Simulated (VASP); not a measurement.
The system is Si.

```
CELL_PARAMETERS angstrom
2.62054 0.00000 0.00000
-1.31027 2.26946 0.00000
0.00000 0.00000 2.46635
ATOMIC_POSITIONS crystal
Si 0.00000 0.00000 0.00000
```

This isn't the form of Si at room conditions, which is diamond.

| Quantity | Value |
| --- | --- |
| Program | VASP 6.6.1 |
| Task | relaxation of cell and atoms |
| Functional | optB86b-vdW |
| Potentials or basis | VASP PAW PBE potentials, release 64 (Si) |
| Cutoff | 600 eV |
| k mesh | 12 × 12 × 11 |
| Occupations | fermi-dirac, width 0.05 eV |
| Spin | no spin polarisation |

At the start: pressure 3.6 GPa; volume 14.67 Å³/atom.

Where does the relaxation end?

Over 7 steps the energy falls by 5.9 meV/atom and the volume is 15.12 Å³/atom (+3.1 %); space group P6/mmm (No. 191, to 0.05 Å).

Step by step:
```
step  energy change (eV)  largest force (eV/Å)  pressure (GPa)  volume (Å³)
   1              0.0000                0.0000            3.56        14.67
   2             -0.0038                0.0000           -1.73        15.37
   3             -0.0058                0.0000            0.10        15.10
   4             -0.0058                0.0000            0.16        15.10
   5             -0.0059                0.0000            0.03        15.12
   6             -0.0059                0.0000            0.07        15.11
   7             -0.0059                0.0000           -0.02        15.12
```

Final structure:
```
Si
1.0
     2.63958    0.00000    0.00000
    -1.31979    2.28594    0.00000
     0.00000    0.00000    2.50637
Si
1
Cartesian
  0.0000 0.0000 0.0000
```

Caveat: the PAW data sets were made with another functional, which shifts forces and pressure a little.
